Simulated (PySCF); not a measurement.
**SMILES c1cn[nH]c1, C3H4N2**

Geometry (Å), atoms numbered from 1 in this order:
```xyz
9

C     0.1561    1.0269    0.0420
C     1.2171    0.1141   -0.1535
N     0.7772   -1.1319   -0.2617
N    -0.5419   -1.0340   -0.1399
C    -0.9754    0.2344    0.0445
H     0.2069    2.1059    0.1640
H     2.2850    0.3200   -0.2193
H    -1.1064   -1.8719   -0.1904
H    -2.0305    0.4727    0.1610
```

The calculation used PySCF, GIAO B3LYP/aug-pcSseg-1 magnetisability, rotational g tensor and spin-rotation constants, non-relativistic, gas phase. Geometry: PBE0-D3(BJ)/def2-SVP.

(1) Give the nuclear spin-rotation constants along the inertial axes (H = +C I·J) beside the isotropic shieldings.

(2) How do the rotational constants and the g tensor change when H6, H7, H8, H9 are replaced by deuterium?

Answers

(1) Rotational constants 9.7021, 9.4939, 4.7984 GHz. A star marks the isotopologue with that one atom substituted, in its own axes.
| atom | isotope | Caa (kHz) | Cbb (kHz) | Ccc (kHz) | mean (kHz) | σ (ppm) |
| --- | --- | --- | --- | --- | --- | --- |
| N3 | 14N | 1.836 | 2.741 | 0.274 | 1.617 | -79.3 |
| N4 | 14N | 1.311 | 1.575 | 0.385 | 1.091 | 35.9 |
| H6 | 1H | 0.576 | -0.547 | -0.512 | -0.161 | 25.0 |
| H7 | 1H | -0.895 | 1.021 | -0.463 | -0.112 | 23.8 |
| H8 | 1H | -0.509 | 0.628 | -0.453 | -0.111 | 21.9 |
| H9 | 1H | -0.130 | 0.222 | -0.496 | -0.135 | 23.9 |
| C1 | 13C* | 4.215 | 2.951 | 0.649 | 2.605 | 68.0 |
| C2 | 13C* | 4.546 | 3.663 | 0.869 | 3.026 | 33.3 |
| C5 | 13C* | 4.483 | 3.249 | 0.777 | 2.836 | 48.4 |

For the geometry as given, no vibrational averaging.

(2) Constants 8.2916, 7.8743, 4.0388 GHz; g -0.1140, -0.0634, 0.0532, against -0.0803, -0.1280, 0.0634 before.
